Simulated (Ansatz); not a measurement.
# Al: a tetragonal deformation path

An exercise on one series of results from a longer session: the logs are not shown, and one member is left open.

Method: DFT PBE, scalar-relativistic, plane waves, PAW, in Ansatz 0.2.0.

### The structure to begin with

The structure is cubic, space group Fm-3m (No. 225). Conventional cell: a = 4.048 Å, b = 4.048 Å, c = 4.048 Å, α = 90.00°, β = 90.00°, γ = 90.00°. Around Al (site symmetry m-3m) lie 12 Al at 2.86 Å.

Coordinates:

```
CELL_PARAMETERS angstrom
0.00000 2.02398 2.02398
2.02398 0.00000 2.02398
2.02398 2.02398 0.00000
ATOMIC_POSITIONS crystal
Al 0.00000 0.00000 0.00000
```

The cell is taken as given, not relaxed at this level.

### Zero of energy

Reference values: F = -537.5060 eV; pressure -0.39 GPa; largest force 0.000 eV/Å; gap on the mesh none (metal). It was computed beforehand with the settings of the runs below.

Set-up of the first run:

At fixed volume and fractional coordinates, lengths along (0.000, 0.000, 1.000) are scaled against those across it; ρ is that ratio over its starting value.

Contents of input.yaml:

```yaml
crystal:
  lattice:
    - [0.0, 2.271955106, 1.6062722599]
    - [2.271955106, 0.0, 1.6062722599]
    - [2.271955106, 2.271955106, 0.0]
  atoms:
    - { symbol: Al, position: [0.0, 0.0, 0.0] }
basis:
  ecutwfc: 420
kpoints:
  mp_grid: { grid: [22, 22, 22] }
hamiltonian:
  xc: pbe
scf:
  occupations: { method: gaussian, width: 0.15 }
output:
  forces: true
  stress: true
  eigenvalues: true
  write_density: true
  write_potential: true
  elf: true
  volumetric_format: npy
```

Started as:

```sh
> ansatz run input.yaml --threads 1 --pin off --max-ram 2560MiB --backend cpu --events-out ev --progress --plain --runs-dir out
```

Steps of the session up to this table: ρ = 0.707; Point ρ = 1.414; Point ρ = 0.850; ρ = 1.200; Point ρ = 0.780; At ρ = 1.300; ρ = 0.920; ρ = 1.100; ρ = 0.650; ρ = 1.500; ρ = 0.960; At ρ = 1.050.

One table of the session follows, with a row left open; its other results are not shown here.

It belongs to the step «The scan collected». 

```
    ρ  ΔE (meV/atom)  pressure (GPa)
0.650           90.9             1.4
0.707           97.4             1.5
0.780           84.4             1.3
0.850              ?               ?
0.920           13.7             0.0
0.960            3.6            -0.3
1.000            0.0            -0.4
1.050            5.5            -0.2
1.100           18.1             0.2
1.200           70.4             2.2
1.300          157.0             5.0
1.414          297.1             9.1
1.500          426.5            12.4
```

**Question.** Estimate the row for ρ = 0.850.

Worked estimate for «ΔE (meV/atom)». A straight line through the neighbours (0.780, 84.4) and (0.920, 13.7) gives 84.4 + (13.7 − 84.4) × (0.850 − 0.780) / (0.920 − 0.780) = 49.1; a parabola fitted to 4 rows on both sides gives 53.8.

As computed: ΔE (meV/atom): 45.7; pressure (GPa): 0.8. In «ΔE (meV/atom)» the line misses by +3.4 and the parabola by +8.1.
